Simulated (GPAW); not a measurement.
The system is WS2, a slab with vacuum.

```
W S
1.0
     3.18352    0.00000    0.00000
    -1.59176    2.75701    0.00000
     0.00000    0.00000   16.95058
W S
1 2
Direct
  0.00000 0.00000 0.00000
  0.33333 0.66667 0.09200
  0.33333 0.66667 0.90800
```

Base run:

```yaml
Program: GPAW 26.7.0
Functional: PBEsol
Potentials_or_basis: PAW data sets generated in the run's folder for this functional
Cutoff: 450 eV
Basis: pw
k_mesh: 8 × 8 × 2
Occupations: fermi-dirac, width 0.05 eV
Spin: no spin polarisation
```

Its results: band gap on the k mesh 2.05 eV, indirect (least direct gap 2.24 eV); largest force 0.120 eV/Å.

Problem. The run is repeated on the same cell with these changes: functional from PBEsol to r2SCAN; potentials or basis from PAW data sets generated in the run's folder for this functional to GPAW PAW data sets (gpaw-data 1.2.1); cutoff from 450 eV to 600 eV. What comes out?

Solution. Band gap on the k mesh 2.16 eV, indirect (least direct gap 2.39 eV); largest force 0.025 eV/Å.

Caveats: spin-orbit coupling is left out, which moves the levels of the heavy elements; the cutoff is short for stress and forces, so pressures can be off by a GPa or more (some runs); the PAW data sets were made with another functional, which shifts forces and pressure a little (some runs).

A k mesh can miss the band edges.
